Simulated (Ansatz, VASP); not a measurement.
# One calculation of GaAs, two programs

```
As Ga
1.0
     0.00000    2.82685    2.82685
     2.82685    0.00000    2.82685
     2.82685    2.82685    0.00000
As Ga
1 1
Direct
  0.75000 0.75000 0.75000
  0.00000 0.00000 0.00000
```

Alike in both runs: task single point; functional PBE; k mesh 8 × 8 × 8; occupations gaussian, width 0.021 eV; no spin polarisation.

|  | VASP | Ansatz |
| --- | --- | --- |
| version | VASP 6.6.1 | Ansatz 0.2.0 |
| potentials or method | VASP PAW PBE potentials, release 64 (As, Ga_d) | Ansatz PAW |
| plane-wave cutoff (eV) | 520 | 420 |
| valence electrons in the cell | 18 | 28 |

```csv
,VASP,Ansatz,Ansatz less VASP
gap on the k mesh at the Fermi level (eV),0.52,0.52,-0.005
least direct gap on the mesh (eV),0.52,0.52,-0.005
pressure (GPa),3.5,3.3,-0.19
```

The two sets of potentials don't hold the same shells in valence.

A k mesh can miss the band edges. A hybrid or GW would open this gap; PBE tends to underestimate it.
